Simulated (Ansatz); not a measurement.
# AlN: the cost of one run

Computed with Ansatz 0.2.0 (DFT PBE, scalar-relativistic, plane waves, PAW, unless a step's input says otherwise).

3 further runs of the same task are left out: 3 set aside as unsound or not needed.

## Step 1: Starting point

It takes space group F-43m (No. 216, cubic). Conventional cell: a = 4.403 Å, b = 4.403 Å, c = 4.403 Å, α = 90.00°, β = 90.00°, γ = 90.00°. Al (site symmetry -43m) is surrounded by 4 N at 1.91 Å. N (site symmetry -43m) is surrounded by 4 Al at 1.91 Å.

Coordinates:

```cif
data_structure
_symmetry_space_group_name_H-M 'F-43m'
_symmetry_Int_Tables_number 216
_cell_length_a 4.4032
_cell_length_b 4.4032
_cell_length_c 4.4032
_cell_angle_alpha 90.000
_cell_angle_beta 90.000
_cell_angle_gamma 90.000
_cell_volume 85.37
loop_
_atom_site_label
_atom_site_type_symbol
_atom_site_symmetry_multiplicity
_atom_site_Wyckoff_symbol
_atom_site_fract_x
_atom_site_fract_y
_atom_site_fract_z
_atom_site_occupancy
Al1 Al 4 a 0.00000 0.00000 0.00000 1
N1 N 4 c 0.25000 0.25000 0.25000 1
```

It goes back to an entry of the Materials Project, which need not be the stable form.

It is the result of an earlier relaxation at this level (volume 10.67 Å³/atom; gap on the mesh: 3.31 eV).

The host's static dielectric tensor, from an earlier linear-response run, has a mean of 8.66.

## Step 2: Host supercell without the defect

Input file input.yaml:

```yaml
crystal:
  lattice:
    - [0.0, 6.6047613023, -6.6047613023]
    - [6.6047613023, 6.6047613023, 0.0]
    - [6.6047613023, 0.0, -6.6047613023]
  atoms:
    - { symbol: Al, position: [0.3333333333, 0.6666666667, 0.6666666667] }
    - { symbol: Al, position: [0.3333333333, 1.0, 0.6666666667] }
    - { symbol: Al, position: [0.3333333333, 0.3333333333, 0.6666666667] }
    - { symbol: Al, position: [0.0, 0.6666666667, 0.6666666667] }
    - { symbol: Al, position: [0.0, 0.0, 0.6666666667] }
    - { symbol: Al, position: [0.0, 0.3333333333, 0.6666666667] }
    - { symbol: Al, position: [0.6666666667, 0.6666666667, 0.6666666667] }
    - { symbol: Al, position: [0.6666666667, 0.0, 0.6666666667] }
    - { symbol: Al, position: [0.6666666667, 0.3333333333, 0.6666666667] }
    - { symbol: Al, position: [0.3333333333, 0.6666666667, 0.3333333333] }
    - { symbol: Al, position: [0.3333333333, 0.0, 0.3333333333] }
    - { symbol: Al, position: [0.3333333333, 0.3333333333, 0.3333333333] }
    - { symbol: Al, position: [0.0, 0.6666666667, 0.3333333333] }
    - { symbol: Al, position: [0.0, 0.0, 0.3333333333] }
    - { symbol: Al, position: [0.0, 0.3333333333, 0.3333333333] }
    - { symbol: Al, position: [0.6666666667, 0.6666666667, 0.3333333333] }
    - { symbol: Al, position: [0.6666666667, 0.0, 0.3333333333] }
    - { symbol: Al, position: [0.6666666667, 0.3333333333, 0.3333333333] }
    - { symbol: Al, position: [0.3333333333, 0.6666666667, 1.0] }
    - { symbol: Al, position: [0.3333333333, 0.0, 1.0] }
    - { symbol: Al, position: [0.3333333333, 0.3333333333, 1.0] }
    - { symbol: Al, position: [0.0, 0.6666666667, 1.0] }
    - { symbol: Al, position: [0.0, 0.0, 1.0] }
    - { symbol: Al, position: [0.0, 0.3333333333, 1.0] }
    - { symbol: Al, position: [0.6666666667, 0.6666666667, 1.0] }
    - { symbol: Al, position: [0.6666666667, 0.0, 1.0] }
    - { symbol: Al, position: [0.6666666667, 0.3333333333, 1.0] }
    - { symbol: "N", position: [0.4166666667, 0.75, 0.4166666667] }
    - { symbol: "N", position: [0.4166666667, 0.0833333333, 0.4166666667] }
    - { symbol: "N", position: [0.4166666667, 0.4166666667, 0.4166666667] }
    - { symbol: "N", position: [0.0833333333, 0.75, 0.4166666667] }
    - { symbol: "N", position: [0.0833333333, 0.0833333333, 0.4166666667] }
    - { symbol: "N", position: [0.0833333333, 0.4166666667, 0.4166666667] }
    - { symbol: "N", position: [0.75, 0.75, 0.4166666667] }
    - { symbol: "N", position: [0.75, 0.0833333333, 0.4166666667] }
    - { symbol: "N", position: [0.75, 0.4166666667, 0.4166666667] }
    - { symbol: "N", position: [0.4166666667, 0.75, 0.0833333333] }
    - { symbol: "N", position: [0.4166666667, 0.0833333333, 0.0833333333] }
    - { symbol: "N", position: [0.4166666667, 0.4166666667, 0.0833333333] }
    - { symbol: "N", position: [0.0833333333, 0.75, 0.0833333333] }
    - { symbol: "N", position: [0.0833333333, 0.0833333333, 0.0833333333] }
    - { symbol: "N", position: [0.0833333333, 0.4166666667, 0.0833333333] }
    - { symbol: "N", position: [0.75, 0.75, 0.0833333333] }
    - { symbol: "N", position: [0.75, 0.0833333333, 0.0833333333] }
    - { symbol: "N", position: [0.75, 0.4166666667, 0.0833333333] }
    - { symbol: "N", position: [0.4166666667, 0.75, 0.75] }
    - { symbol: "N", position: [0.4166666667, 0.0833333333, 0.75] }
    - { symbol: "N", position: [0.4166666667, 0.4166666667, 0.75] }
    - { symbol: "N", position: [0.0833333333, 0.75, 0.75] }
    - { symbol: "N", position: [0.0833333333, 0.0833333333, 0.75] }
    - { symbol: "N", position: [0.0833333333, 0.4166666667, 0.75] }
    - { symbol: "N", position: [0.75, 0.75, 0.75] }
    - { symbol: "N", position: [0.75, 0.0833333333, 0.75] }
    - { symbol: "N", position: [0.75, 0.4166666667, 0.75] }
basis:
  ecutwfc: 420
  xc_grid: 2
kpoints:
  mp_grid: { grid: [1, 1, 1], shift: [0.0, 0.0, 0.0] }
hamiltonian:
  xc: pbe
scf:
  occupations: { method: gaussian, width: 0.01 }
output:
  forces: true
  stress: true
  eigenvalues: true
```

Started as:

```console
$ ansatz run input.yaml --threads 4 --pin off --max-ram 8192MiB --backend cpu --events-out ev --progress --plain --runs-dir out
```

**Question.** How long does this run take on 4 threads of Arm Neoverse N1, shared host, and how much memory does it need?

About 3 s, with a peak of 0.62 GiB.
